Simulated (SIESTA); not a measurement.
# HfB2 under changes of volume

One of the cells (10.103 Å³/atom); the others are scaled copies at fixed shape and fractional positions:

```xyz
3
Lattice="3.1608 0.0000 0.0000 -1.5804 2.7373 0.0000 0.0000 0.0000 3.5030" Properties=species:S:1:pos:R:3 pbc="T T T"
Hf    0.0000    0.0000    0.0000
B     1.5804    0.9124    1.7515
B     0.0000    1.8249    1.7515
```

| Item | Value |
| --- | --- |
| Program | SIESTA 5.4.2 |
| Functional | PBE |
| Potentials or basis | PseudoDojo 0.4 standard (PBE files) |
| Basis | DZP (energy shift 0.002 Ry) |
| Grid cutoff | 800 Ry |
| Energy shift | 0.002 Ry |
| k mesh | 10 × 10 × 8 |
| Occupations | fermi-dirac, width 0.05 eV |
| Spin | no spin polarisation |

```csv
volume (Å³/atom),energy over the lowest point (meV/atom),pressure (GPa)
9.311,43.09,21.3
9.509,?,?
9.707,6.97,8.4
10.103,0.00,-2.4
10.301,5.76,-6.8
10.499,16.82,-11.0
```

What does the run at 9.509 Å³/atom give?

Energy over the lowest point 21.06 meV/atom; pressure 14.5 GPa.

Worked out: A Birch-Murnaghan fit of order 3 (a polynomial in V^(-2/3)) to the other rows has its minimum at 10.01 Å³/atom with B0 = V·E''(V) = 254 GPa and B' = 4.2 at fixed shape and positions, which overstates the stiffness. It gives 21.00 meV/atom at 9.509 Å³/atom, against the run's 21.06, and -dE/dV = 14.5 GPa, against 14.5.

Energies are extrapolated to zero smearing.

Caveats: semicore shells carry a single zeta, which can move pressures by several GPa and volumes by a few percent; the basis of atomic orbitals isn't converged, which shifts pressures, moduli and gaps.
